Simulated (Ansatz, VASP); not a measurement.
# Two plane-wave programs on Ru

```xyz
2
Lattice="0.0000 2.4923 2.4923 2.4923 0.0000 2.4923 2.4923 2.4923 0.0000" Properties=species:S:1:pos:R:3 pbc="T T T"
Ru    2.4923    2.4923    2.4923
Ru    3.7385    3.7385    3.7385
```

Alike in both runs: task relaxation of cell and atoms; functional PBE; k mesh 6 × 6 × 6; occupations gaussian, width 0.1 eV; no spin polarisation.

```csv
,VASP,Ansatz
version,VASP 6.6.1,Ansatz 0.2.0
potentials or method,"VASP PAW PBE potentials, release 64 (Ru_pv)","scalar-relativistic, plane waves, PAW"
plane-wave cutoff (eV),600,420
valence electrons in the cell,28,32
```

Ansatz gave:

```
gap on the k mesh at the Fermi level, each at its own relaxed structure (eV) : none
relaxed volume (Å³/atom)                                                     : 20.28
relaxed cell length with the largest relative difference (Å)                 : 3.856
energy change over the relaxation (meV/atom)                                 : -962
```

Task: Which values does VASP return?

Result: gap on the k mesh at the Fermi level, each at its own relaxed structure (eV): none; relaxed volume (Å³/atom): 20.28; relaxed cell length with the largest relative difference (Å): 3.857; energy change over the relaxation (meV/atom): -986.

A gap of «none» marks a metal or a gap that the smearing closes. The two sets of potentials don't hold the same shells in valence.

Caveats: the k mesh is coarse (spacing up to 0.36 Å⁻¹), so the values aren't converged; the volume moved by over 15 % at a fixed basis, so the end points are rough.
